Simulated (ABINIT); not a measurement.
PtS2:

```xyz
3
Lattice="3.5432 0.0000 0.0000 -1.7716 3.0685 0.0000 0.0000 0.0000 5.0388" Properties=species:S:1:pos:R:3 pbc="T T T"
Pt    0.0000    0.0000    0.0000
S     1.7716    1.0228    3.8950
S     0.0000    2.0457    1.1438
```

```yaml
Program: ABINIT 10.8.3 (patched build)
Task: relaxation of cell and atoms
Functional: r2SCAN
Potentials_or_basis: JTH PAW PBE v2.0
Cutoff: 653 eV
k_mesh: 4 × 4 × 2
Occupations: fermi-dirac, width 0.05 eV
Spin: no spin polarisation
```

At the start: pressure 9.9 GPa; volume 18.26 Å³/atom.

Task: Where does the relaxation end?

Result: Over 15 steps the energy falls by 44.5 meV/atom and the volume is 19.16 Å³/atom (+4.9 %); space group P-3m1 (No. 164, to 0.05 Å).

The path:
| step | energy change (eV) | largest force (eV/Å) | pressure (GPa) | volume (Å³) |
| --- | --- | --- | --- | --- |
| 1 | 0.0000 | 1.3810 | 9.88 | 54.78 |
| 2 | -0.0984 | 0.6964 | 3.56 | 56.46 |
| 3 | -0.1229 | 0.2450 | -0.12 | 57.56 |
| 4 | -0.1260 | 0.1416 | -0.65 | 57.70 |
| 5 | -0.1308 | 0.0119 | -1.00 | 57.68 |
| 6 | -0.1329 | 0.0538 | -0.62 | 57.45 |
| 7 | -0.1335 | 0.0249 | -0.11 | 57.25 |
| 8 | -0.1335 | 0.0085 | 0.02 | 57.22 |
| 9 | -0.1335 | 0.0059 | 0.03 | 57.22 |
| 10 | -0.1335 | 0.0014 | 0.05 | 57.24 |
| 11 | -0.1335 | 0.0067 | 0.07 | 57.27 |
| 12 | -0.1335 | 0.0147 | 0.08 | 57.38 |
| 13 | -0.1336 | 0.0115 | 0.05 | 57.46 |
| 14 | -0.1336 | 0.0026 | 0.01 | 57.49 |
| 15 | -0.1336 | 0.0006 | 0.00 | 57.48 |

Final structure:
```
CELL_PARAMETERS angstrom
3.56807 0.00000 0.00000
-1.78403 3.09004 0.00000
0.00000 0.00000 5.21372
ATOMIC_POSITIONS crystal
Pt 0.00000 0.00000 0.00000
S 0.66667 0.33333 0.76482
S 0.33333 0.66667 0.23518
```

Caveat: the k mesh is coarse (spacing up to 0.62 Å⁻¹), so the values aren't converged; the PAW data sets were made with another functional, which shifts forces and pressure a little.
